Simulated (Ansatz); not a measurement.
System: Hg (fcc type), 1 atom in the cell.

All numbers below come from PBE with spin–orbit coupling, plane waves, PAW datasets (generated soft set 1) in Ansatz.

Cutoff 420 eV; k-mesh 4×4×4 Γ-centred; Fermi–Dirac smearing of 0.15 eV.

```
Hg
1.0
     0.00000    2.51980    2.51980
     2.51980    0.00000    2.51980
     2.51980    2.51980    0.00000
Hg
1
Cartesian
  0.0000 0.0000 0.0000
```

Q: Would the cell expand or shrink if it were free to relax?

A: The pressure is -1.84 GPa, so at these settings the cell is stretched and would shrink.

The stress includes the program's correction for the finite plane-wave basis.

The k-mesh is coarse, so these values belong to this mesh and can lie far from the converged ones. This cubic structure is a model: it isn't the usual form of the substance at ambient conditions, and such phases are metastable or hypothetical.
